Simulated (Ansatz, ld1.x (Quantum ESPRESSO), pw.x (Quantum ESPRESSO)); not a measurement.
# What a changed setting does to a pw.x run (sc P)

Potential: norm-conserving Troullier–Martins (Kleinman–Bylander form), ld1.x (Quantum ESPRESSO) 7.5, PBE; core [Ne], reference 3s2 3p2.75; waves: 3s (bound): rc 1.75 bohr; 3p (bound): rc 1.90 bohr; 3d channel at 0.2 Ry: rc 2.05 bohr; local part: the d channel; core correction: none.

The reference run (k-mesh 13³, cutoffs 55/220 Ry, Fermi–Dirac 0.01 Ry, mixing_beta 0.4, conv_thr 1e-9, no spin) gives 0.49 GPa at 14.621 Å³/atom, where all-electron LAPW gives 0.27 GPa. This run, with its own iteration cap, changes k-mesh points per axis to 6.

```
&control
  calculation='scf', prefix='x', pseudo_dir='./', outdir='./tmp', tstress=.true., disk_io='none'
/
&system
  ibrav=0, nat=1, ntyp=1, ecutwfc=55, ecutrho=220, nbnd=9,
  occupations='smearing', smearing='fd', degauss=0.01
/
&electrons
  conv_thr=1e-09, mixing_beta=0.4, electron_maxstep=70
/
ATOMIC_SPECIES
P 1.0 P.UPF
CELL_PARAMETERS angstrom
  2.44526365 0.00000000 0.00000000
  0.00000000 2.44526365 0.00000000
  0.00000000 0.00000000 2.44526365
ATOMIC_POSITIONS crystal
P 0.0000 0.0000 0.0000
K_POINTS automatic
6 6 6 0 0 0
```

```bash
pw.x < P.scf.in > P.scf.out
```

Problem. How does the run end?

Solution. It converges in 7 iterations; the free energy moves by -23.6 meV/atom and the pressure by -0.38 GPa.

```
Message from routine setup:
     using ibrav=0 with symmetry is DISCOURAGED, use correct ibrav instead
     lattice parameter (alat)  =       4.6209  a.u.
     unit-cell volume          =      98.6674 (a.u.)^3
     number of electrons       =         5.00
     number of Kohn-Sham states=            9
     kinetic-energy cutoff     =      55.0000  Ry
     charge density cutoff     =     220.0000  Ry
     scf convergence threshold =      1.0E-09
     Exchange-correlation= PBE
     number of k points=    20  Fermi-Dirac smearing, width (Ry)=  0.0100
     iteration #  1     ecut=    55.00 Ry     beta= 0.40
     total energy              =     -13.19344666 Ry
     estimated scf accuracy    <       0.00623395 Ry
     iteration #  2     ecut=    55.00 Ry     beta= 0.40
     total energy              =     -13.19353299 Ry
     estimated scf accuracy    <       0.00215287 Ry
     iteration #  3     ecut=    55.00 Ry     beta= 0.40
     total energy              =     -13.19358529 Ry
     estimated scf accuracy    <       0.00001994 Ry
     iteration #  4     ecut=    55.00 Ry     beta= 0.40
     total energy              =     -13.19358752 Ry
     estimated scf accuracy    <       0.00000010 Ry
     iteration #  5     ecut=    55.00 Ry     beta= 0.40
     total energy              =     -13.19358763 Ry
     estimated scf accuracy    <       0.00000001 Ry
     iteration #  6     ecut=    55.00 Ry     beta= 0.40
     total energy              =     -13.19358765 Ry
     estimated scf accuracy    <          1.1E-09 Ry
     iteration #  7     ecut=    55.00 Ry     beta= 0.40
     the Fermi energy is    11.1547 ev
!    total energy              =     -13.19358765 Ry
     estimated scf accuracy    <          3.1E-11 Ry
     smearing contrib. (-TS)   =      -0.00129646 Ry
     The total energy is F=E-TS. E is the sum of the following terms:
     one-electron contribution =       5.15008478 Ry
     hartree contribution      =       0.42652414 Ry
     xc contribution           =      -3.41847800 Ry
     ewald contribution        =     -15.35042211 Ry
     convergence has been achieved in   7 iterations
          total   stress  (Ry/bohr**3)                   (kbar)     P=        1.08
     Message from routine punch:
     Nothing written, as per user request (disk_io='none')
```

The run took about 1.5 s on one core of a shared host (Intel(R) Xeon(R) 6975P-C, 192 threads, 1512 GiB, load 104).
